Someone designing a solar cell around cadmium telluride has to decide whether a computed band gap can stand in for a measured one. The gap fixes the longest wavelength that the absorber layer can use, and it sets a ceiling on the voltage that the cell can deliver. If the computed gap is too small, the design counts on infrared light that will in fact pass straight through the layer. The five values below belong to the same crystal with the atoms in the same places, yet they range from about 0.5 to 1.8 eV.

Band gaps of zinc-blende CdTe from Kohn-Sham DFT with PAW potentials in VASP 6.6.1, without spin polarisation or spin-orbit coupling. All rows use the same PBEsol cell (cubic edge 6.496 Å), a plane-wave cutoff of 520 eV, an 8 × 8 × 8 k-mesh and Gaussian smearing of 0.03 eV. The gaps are read along a path through special k-points.

```csv
functional,potentials,gap on path (eV),direct gap on path (eV)
LDA,"VASP-PAW-LDA-potentials,-recommended",0.532,0.532
PBE,"VASP-PAW-PBE-potentials,-recommended",0.751,0.751
PBEsol,"VASP-PAW-PBE-potentials,-recommended",0.642,0.642
r2SCAN,"VASP-PAW-PBE-potentials,-recommended",1.251,1.251
TB-mBJ,"VASP-PAW-PBE-potentials,-recommended",1.801,1.801
```

The column "gap on path" is the smallest energy between filled and empty bands along the lines scanned through the crystal's momentum space. It equals the "direct gap on path" in every row, so light can bridge the gap without help from lattice vibrations. The measured gap at low temperature is roughly 1.6 eV, a recalled figure. Read against it, four functionals give too small a gap and TB-mBJ gives one too large by about 0.2 eV. A reader might conclude that the truth lies between r2SCAN and TB-mBJ, and average the two.

That conclusion fails because the calculations leave out spin-orbit coupling, the interaction between an electron's spin and its orbital motion. It is strong near heavy nuclei, and tellurium is heavy. The top of the valence band consists mainly of tellurium 5p orbitals, which carry orbital angular momentum and therefore split. The bottom of the conduction band is s-like and carries none, so to first order it stays where it is. Every gap in the table is therefore larger than the same functional would give with the coupling included.

The size of the effect follows from counting states. With spin included, the valence top holds six states; the coupling separates them into four upper and two lower ones, a distance $\Delta$ apart. Their average energy doesn't change, so the four must rise by $\Delta/3$ while the two sink by $2\Delta/3$. If $E_g$ is the gap in the table, the corrected gap is

$$E_g^{\mathrm{so}} \approx E_g - \frac{\Delta}{3}.$$

For cadmium telluride $\Delta$ is roughly 0.9 eV, again a recalled value, so 0.3 eV has to be subtracted. TB-mBJ then gives $1.80 - 0.30 = 1.50$ eV, and its apparent excess has become a slight shortfall. That remaining 0.1 eV is no larger than the uncertainty of the estimate, so it can't be used to grade TB-mBJ further. The other four rows move away from the measurement, and PBE drops to $0.75 - 0.30 = 0.45$ eV.

For the solar cell, the corrected PBE gap would put the absorption edge near 2.7 µm, deep in the infrared. The rough measured gap puts it near 0.8 µm, just beyond visible red. A designer who trusted PBE would expect a material for infrared detectors instead of a solar absorber. With TB-mBJ the corrected edge also comes out near 0.8 µm.

The failure of the simpler functionals can be suspected even without a measured value, though not by comparing them with one another. LDA, PBE and PBEsol lie within about 0.2 eV of each other, which looks like a reassuring consensus. After the spin-orbit correction, however, each of them falls more than 1 eV short of the measured gap. They agree because they share a construction: LDA takes the electron density at each point, and the other two add its gradient. The warning comes when the construction changes, for the gap then jumps by 0.50 eV from PBE to r2SCAN and by a further 0.55 eV to TB-mBJ.

The small differences within the simple group are also easy to misread. PBE has a larger gap than LDA here, which might suggest that the gradient helps. But all rows use a cell that suits PBEsol: the stresses show that it squeezes the crystal by about 2.4 GPa in PBE's view and stretches it by about 1.5 GPa in LDA's. On this common cell PBE's lead comes from the functional and its potentials, but it needn't survive once each functional has the volume it prefers. Squeezing cadmium telluride widens its gap, by roughly 0.08 eV per GPa, a recalled value.

Letting each functional relax to its own volume can be estimated by multiplying this slope by the pressure. The LDA gap then rises to about 0.65 eV and the PBE gap falls to about 0.56 eV, both still without spin-orbit coupling, so the order is reversed. The reversal holds for any slope above 0.06 eV per GPa, which makes it likely but not certain. The gap of r2SCAN falls only to about 1.14 eV and keeps a clear lead. The ranking of LDA and PBE thus probably depends on whether they share one cell or each use their own, while r2SCAN stays above both either way.

The main reason that theory gives for the large shortfall lies in what a band gap is meant to represent. The measured gap is the energy needed to remove an electron from the crystal, less the energy gained when an electron is added to it. In Kohn-Sham theory the electrons move in one common potential, and in the exact theory this potential jumps upward by a constant as soon as the number of electrons passes that of the filled valence band. The jump, called the derivative discontinuity, is part of the true gap, but it doesn't appear in the spacing of the bands computed for the neutral crystal.

LDA, PBE and PBEsol have no such jump at all. An electron added to a large crystal spreads over so many atoms that the density at any one place hardly changes. A potential built only from the local density and its gradient therefore hardly changes either, and the added electron enters at the energy of the uncorrected conduction band. This is why refining the gradient, as PBEsol does relative to PBE, doesn't cure the error. What can help is an ingredient that acts differently on filled and empty states, although the density is almost the same.

r2SCAN brings in such an ingredient, the kinetic-energy density, which depends on the shapes of the orbitals and not on the density alone. The electrons then no longer feel one simple common potential, and part of the missing jump can enter the band spacing itself. Theory thus allows a wider gap, and the table shows one, though it can't tell how much of the gain comes from the jump. After the spin-orbit correction r2SCAN still falls about 0.65 eV short, so the repair is only partial.

If r2SCAN did no more than add a constant to the empty levels of PBE, it would lift the whole conduction band like a rigid lid. The energy levels of the two calculations allow a test, with each set measured from its own valence top. The upper valence band keeps its shape to within 0.05 eV at the two points compared away from the band edge. With this zero one can't tell whether the empty states rise or the filled ones sink, only how far apart they move. On this scale the lowest conduction level rises by 0.50 eV at Γ, the centre of momentum space where the gap lies, by 0.41 eV at the point L, and by only 0.30 eV three quarters of the way to the point X.

The rigid lid is therefore a rough picture. This doesn't contradict the constant jump of the exact theory, because r2SCAN also changes the potential itself and acts differently on orbitals of different shape. A common remedy is to keep the PBE bands and push the conduction band up by one constant until the gap is right. Judged by r2SCAN, a shift chosen at Γ would place the higher conduction valleys too high. Why the level at Γ responds most isn't settled by these numbers; its strong s character may be the reason, but that is a guess.

A second sign of failure lies deeper in the valence band. At Γ the filled 4d shell of cadmium comes out on average 8.2 eV below the valence top in PBE, and the spin-orbit rise of that top would make it about 8.5 eV. Photoemission places the shell roughly 10 eV down, a recalled value. The difference is usually put down to self-interaction: each electron is repelled to some extent by its own charge, and this costs most energy in a compact shell. The other electrons also respond when one is removed, but that response makes the removal easier, so it can't explain why the measured shell lies deeper.

This second sign shows what r2SCAN has and hasn't repaired. It widens the PBE gap by 0.50 eV, but it lowers the d shell by less than 0.3 eV and leaves it more than 1 eV too shallow. An improved gap is therefore no proof that the whole spectrum has improved. The d shell also has a bearing on the gap itself: its states mix with the tellurium p orbitals and push the valence top up, so a shell that lies too shallow is expected to narrow the gap somewhat. If the strength of the mixing stays the same, the lowering in r2SCAN weakens this push by only about 3 percent, which can explain little of the wider gap. Anyone who wants to interpret a photoemission spectrum should check the d shell separately.

TB-mBJ comes closest to the measured gap because it was designed for that purpose. Its potential uses the kinetic-energy density too, with a weight set by how steeply the density varies on average over the cell. In a semiconductor this raises the potential most where the density is low, and empty states reach further into such regions than filled ones. The recipe was calibrated on measured gaps of known solids, so its good result here speaks for the calibration and doesn't confirm a theory of the gap. It also has no energy functional behind it, so the crystal's shape must come from another method, as it does here.

The same reasoning carries over to related compounds. Replacing cadmium by zinc leaves tellurium at the valence top, and about 0.3 eV must again be subtracted from a gap computed without spin-orbit coupling. In cadmium sulfide the splitting is small, and the uncorrected gap can be compared with experiment almost directly. The shortfall of LDA, PBE and PBEsol, which theory puts down largely to the missing jump, should be expected in both. For the absorber layer, the sound choice is a geometry from a functional that has an energy, a gap from a method built for gaps, and the spin-orbit correction applied before any comparison with a measured edge.
